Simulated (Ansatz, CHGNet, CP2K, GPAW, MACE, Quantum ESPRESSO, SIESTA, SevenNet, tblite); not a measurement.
## Finding the fault: CP2K, BeSe(110)/BP(110) interface (50 atoms)

Program: CP2K 2026.2, a calculation on a cell of 9 Be, 9 Se, 16 B and 16 P, 14.6 Å³ an atom.

input.inp reads:

```
&GLOBAL
  PROJECT cell
  RUN_TYPE ENERGY_FORCE
  PRINT_LEVEL LOW
&END GLOBAL
&FORCE_EVAL
  METHOD QS
  STRESS_TENSOR ANALYTICAL
  &DFT
    BASIS_SET_FILE_NAME BASIS_MOLOPT
    POTENTIAL_FILE_NAME GTH_POTENTIALS
    &MGRID
      CUTOFF 600
      REL_CUTOFF 50
      NGRIDS 5
    
    &QS
      EPS_DEFAULT 1.0E-12
    &END QS
    &SCF
      SCF_GUESS ATOMIC
      EPS_SCF 1.0E-06
      MAX_SCF 60
      ADDED_MOS 23
      &DIAGONALIZATION
        ALGORITHM STANDARD
      &END DIAGONALIZATION
      &SMEAR ON
        METHOD FERMI_DIRAC
        ELECTRONIC_TEMPERATURE [K] 580
      &END SMEAR
      &MIXING
        METHOD BROYDEN_MIXING
        ALPHA 0.15
        NBROYDEN 8
      &END MIXING
      &PRINT
        &RESTART OFF
        &END RESTART
      &END PRINT
    &END SCF
    &XC
      &XC_FUNCTIONAL PBE
      &END XC_FUNCTIONAL
    &END XC
    &PRINT
      &MULLIKEN ON
      &END MULLIKEN
      &HIRSHFELD ON
        SHAPE_FUNCTION DENSITY
      &END HIRSHFELD
      &MO ON
        EIGENVALUES T
        OCCUPATION_NUMBERS T
        MO_INDEX_RANGE 98 121
        &EACH
          QS_SCF 0
        &END EACH
        ADD_LAST NUMERIC
      &END MO
    &END PRINT
  &END DFT
  &SUBSYS
    &CELL
      A 6.29400 0.00000 0.00000
      B 0.00000 8.90100 0.00000
      C 0.00000 0.00000 13.07122
    &END CELL
    &COORD
      Be 4.24046 5.92299 0.01176
      Se 2.10333 5.16035 13.02429
      Be 1.05443 5.92237 1.84343
      Se 5.26676 5.15688 1.82304
      Be 4.17494 5.93020 3.62583
      Se 2.08999 5.19169 3.58949
      Be 2.18641 3.01468 13.07109
      Se 0.00151 2.21039 0.04993
      Be 5.24158 3.00311 1.72802
      Se 3.18948 2.18146 1.86513
[... 36 atom lines left out ...]
      B 2.94849 1.74638 9.11495
      P 1.35692 5.09956 9.16515
      B 1.35585 3.98008 10.80323
      P 2.91658 2.87128 10.77278
    &END COORD
    &KIND Be
      BASIS_SET DZVP-MOLOPT-SR-GTH-q4
      POTENTIAL GTH-PBE-q4
    &END KIND
    &KIND Se
      BASIS_SET DZVP-MOLOPT-SR-GTH-q6
      POTENTIAL GTH-PBE-q6
    &END KIND
    &KIND B
      BASIS_SET DZVP-MOLOPT-SR-GTH-q3
      POTENTIAL GTH-PBE-q3
    &END KIND
    &KIND P
      BASIS_SET DZVP-MOLOPT-SR-GTH-q5
      POTENTIAL GTH-PBE-q5
    &END KIND
  &END SUBSYS
  &PRINT
    &FORCES ON
    &END FORCES
    &STRESS_TENSOR ON
    &END STRESS_TENSOR
  &END PRINT
&END FORCE_EVAL
```

The run is started by

```console
$ OMP_NUM_THREADS=2 cp2k.psmp -i input.inp > output.txt
```

Output:

```text
Possible matches for unknown subsection
 QS
   keyword NGRIDS in section %__ROOT__%FORCE_EVAL%DFT%MGRID score:  105
   keyword NGRIDS in section %__ROOT__%FORCE_EVAL%PROPERTIES%TDDFPT%MGRID score:  105
   keyword NGRIDS in section %__ROOT__%FORCE_EVAL%PROPERTIES%RIXS%TDDFPT%MGRID score:  105
   keyword CUTOFF in section %__ROOT__%FORCE_EVAL%DFT%MGRID score:  104
   subsection RS_GRID in section %__ROOT__%FORCE_EVAL%DFT%MGRID score:  104
 *   ___                                                                       *
 *  /   \                                                                      *
 * [ABORT]                                                                     *
 *  \___/                 unknown subsection QS of section MGRID               *
 *    |                                                                        *
 *  O/|                                                                        *
 * /| |                                                                        *
```

The job ended after 0.87 s (2 threads of Intel Xeon Platinum 8559C (Emerald Rapids), shared host; peak memory 0.17 GiB).

Banners, paths, timers and routine set-up lines are dropped from the logs unmarked, and long logs keep their key lines alone; longer cuts are marked.

**Question.** Which part of the input is at fault, and how is it mended?

A section left open: &END MGRID left out. Mend: put back the line &END MGRID.

The program stopped at the start.

[Also dropped from logs without a mark: logging warnings of Python, and SIESTA's first energy breakdown and zero terms.]

[Logs are printed without paths, hosts, clocks, repeated set-up lines and the standing remarks that a program may print on its own settings, such as how far it seeks lower states.]

[Hosts, paths, dates, database ids (printed as entryN), source tags and the programs' standing remarks are cut or masked in the printed files.]
